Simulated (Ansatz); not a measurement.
## Bi: pressure and energy change per atom as volume scale varies

Results calculated with Ansatz 0.2.0, not measured. Plane-wave DFT, scalar-relativistic PAW made under PBE with cores redone for the functional, no dispersion; the given relaxed cell is scaled uniformly, energy at zero smearing counts from the unscaled cell, pressure at the given Fermi-Dirac smearing is positive in compression.

The cell before it is scaled or strained (space group Fm-3m, No. 225):
```
Bi
1.0
      0.0000     2.5332     2.5332
      2.5332     0.0000     2.5332
      2.5332     2.5332     0.0000
Bi
1
Direct
  0.00000 0.00000 0.00000
```

Settings of every row: spin polarised no; functional revPBE; wave cutoff 420 eV; smearing width 0.1 eV; k mesh 18x18x18.

Atom starting moment: 0 on all atoms.

Limits: no spin-orbit coupling, which can matter with elements this heavy; the cell comes from a prototype or a list of computed structures and needn't be the stable phase.

```
row  volume scale  V (Å³/atom)  pressure (GPa)  energy change per atom (meV)
  1          0.88        28.61            7.99                         82.18
  2          0.92       29.911            4.63                         32.17
  3          0.96       31.211            1.98                          6.55
  4          1.04       33.812            -1.8                          8.51
  5          1.08       35.113           -3.15                         29.13
  6          1.12       36.413               ?                             ?
```

Question: what pressure and energy change per atom should row 6 give?

Worked fit of pressure. Take u = (V_r/V)^(2/3) − 1 with V_r = 31.211 Å³ an atom, which is twice the finite (Eulerian) strain; such expansions in the strain, on which the Birch-Murnaghan equation of state is built, carry the rest volume and the bulk modulus. The shown rows have u = 0.05973, 0.02877, 0, -0.05196, -0.07553. Least squares give pressure = 1.981 + 85.93 × u + 241.7 × u² GPa; a straight line predicts inner rows, each left out in turn, worse (root mean square 0.5 against 0.037 GPa). The rows lie off it by 0.01, -0.02, 0.00, 0.03, -0.02. The pressure vanishes at u = -0.0248, or V = 32.41 Å³ an atom, and there the bulk modulus at fixed shape and fractions is B = −V dP/dV = (2/3)(1 + u) dP/du = 48.1 GPa. The withheld row has u = -0.09767, so the fit gives 1.981 + 85.93 × (-0.09767) + 241.7 × (-0.09767)² = -4.11 GPa.

The calculation gave -4.22 GPa. The fit lies 0.11 GPa (2.6 % of the value, 0.9 % of the column's range) above it; its largest miss of a shown row is 0.03 GPa. This row lies beyond the range of the fit.

Worked fit of energy change per atom. Take u = (V_r/V)^(2/3) − 1 with V_r = 31.211 Å³ an atom, which is twice the finite (Eulerian) strain; such expansions in the strain, on which the Birch-Murnaghan equation of state is built, carry the rest volume and the bulk modulus. The shown rows have u = 0.05973, 0.02877, 0, -0.05196, -0.07553. Least squares give energy change per atom = 6.524 + 571.59 × u + 11578.5 × u² meV; a straight line predicts inner rows, each left out in turn, worse (root mean square 24 against 0.53 meV). The rows lie off it by 0.21, -0.38, 0.03, 0.43, -0.27 (root mean square 0.3 meV). The withheld row has u = -0.09767, so the fit gives 6.524 + 571.59 × (-0.09767) + 11578.5 × (-0.09767)² = 61.15 meV.

The calculation gave 59.55 meV. The fit lies 1.60 meV (2.7 % of the value, 2.1 % of the column's range) above it; its largest miss of a shown row is 0.43 meV. This row lies beyond the range of the fit.
